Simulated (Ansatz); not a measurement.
A run of Ansatz 0.2.0 is set up as follows.

The input input.yaml:

```yaml
crystal:
  lattice:
    - [2.4873648738, 0.0, 0.0]
    - [-1.2436824369, 2.1541211692, 0.0]
    - [0.0, 0.0, 4.0632895034]
  atoms:
    - { symbol: Co, position: [0.3333333333, 0.6666666667, 0.740139], spin: 2.0 }
    - { symbol: Co, position: [0.6666666667, 0.3333333333, 0.259861], spin: 2.0 }
hamiltonian:
  xc: pbesol
  pseudopotentials: { kind: paw }
magnetization:
  spin_polarized: true
kpoints:
  mp_grid: { grid: [12, 12, 7] }
scf:
  occupations: { method: fermi_dirac, width: 0.05 }
output:
  forces: true
  stress: true
  eigenvalues: true
  write_density: true
  write_potential: true
  elf: true
  volumetric_format: npy
relax:
  f_tol: 0.01
  max_steps: 40
  cell: { stress_tol: 0.05, p_target: 30.0 }
```

Potentials or basis: Ansatz PAW.

Run with:

```sh
$ ansatz run input.yaml --threads 2 --pin off --max-ram 5632MiB --backend cpu --events-out ev --progress --plain --runs-dir out
```

**Question.** Estimate the relaxed cell.

**Answer.** a = 2.378 Å, b = 2.378 Å, c = 3.841 Å, α = 90.00°, β = 90.00°, γ = 120.00°.

**Question.** Predict the net moment.

**Answer.** 2.97 μB per cell.

**Question.** What does it give for the band gap on the k mesh?

**Answer.** None (metal or under the smearing width).

Final structure:
```cif
data_structure
_symmetry_space_group_name_H-M 'P 1'
_symmetry_Int_Tables_number 1
_cell_length_a 2.3778
_cell_length_b 2.3778
_cell_length_c 3.8411
_cell_angle_alpha 90.000
_cell_angle_beta 90.000
_cell_angle_gamma 120.000
_cell_volume 18.81
loop_
_atom_site_label
_atom_site_type_symbol
_atom_site_fract_x
_atom_site_fract_y
_atom_site_fract_z
_atom_site_occupancy
Co1 Co 0.33333 0.66667 0.75000 1
Co2 Co 0.66667 0.33333 0.25000 1
```
